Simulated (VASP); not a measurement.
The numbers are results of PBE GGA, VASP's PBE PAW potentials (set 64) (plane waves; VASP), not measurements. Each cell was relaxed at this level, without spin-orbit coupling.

Problem. Which of these comes out without a gap?
A) SrF2, Fm-3m (225)
B) ZrO2, P2_1/c (14)
C) TiN, Fm-3m (225)
D) BeO, P6_3mc (186)

Solution. C, TiN, Fm-3m (225). The others have gaps of 7.43 eV (BeO, P6_3mc (186)), 6.73 eV (SrF2, Fm-3m (225)), 3.60 eV (ZrO2, P2_1/c (14)).
